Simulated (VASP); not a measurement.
A run of VASP 6.6.1 is set up as follows.

INCAR

```
SYSTEM = LiH
PREC = Accurate
ENCUT = 580
EDIFF = 1E-7
ISMEAR = 0
SIGMA = 0.02
LREAL = .FALSE.
LASPH = .TRUE.
NELM = 60
ALGO = Normal
ISIF = 3
LWAVE = .FALSE.
LCHARG = .FALSE.
GGA = PS
IBRION = 2
NSW = 90
EDIFFG = -0.005
```

The input KPOINTS:

```
regular mesh
0
G
  10 10 10
  0 0 0
```

The input POSCAR:

```
LiH
1.0
    0.0000000000      2.0086193900      2.0086193900
    2.0086193900      0.0000000000      2.0086193900
    2.0086193900      2.0086193900      0.0000000000
Li H
1 1
Direct
    0.0000000000      0.0000000000      0.0000000000
    0.5000000000      0.5000000000      0.5000000000
```

Potentials or basis: VASP PAW PBE potentials, release 64 (Li, H).

The run is started by

```console
$ cat potpaw_PBE.64/Li/POTCAR potpaw_PBE.64/H/POTCAR > POTCAR
$ mpirun -np 1 vasp_std > vasp.out
```

**Question.** What does it give for the relaxed cell?

**Answer.** a = 2.823 Å, b = 2.823 Å, c = 2.823 Å, α = 60.00°, β = 60.00°, γ = 60.00°.

**Question.** Estimate the space group after relaxing (to 0.05 Å).

**Answer.** Fm-3m (No. 225).

**Question.** Predict the relaxed volume.

**Answer.** 7.95 Å³/atom.

Final structure:
```xyz
2
Lattice="0.0000 1.9960 1.9960 1.9960 0.0000 1.9960 1.9960 1.9960 0.0000" Properties=species:S:1:pos:R:3 pbc="T T T"
Li    0.0000    0.0000    0.0000
H     1.9960    1.9960    1.9960
```

Caveat: the PAW data sets were made with another functional, which shifts forces and pressure a little.
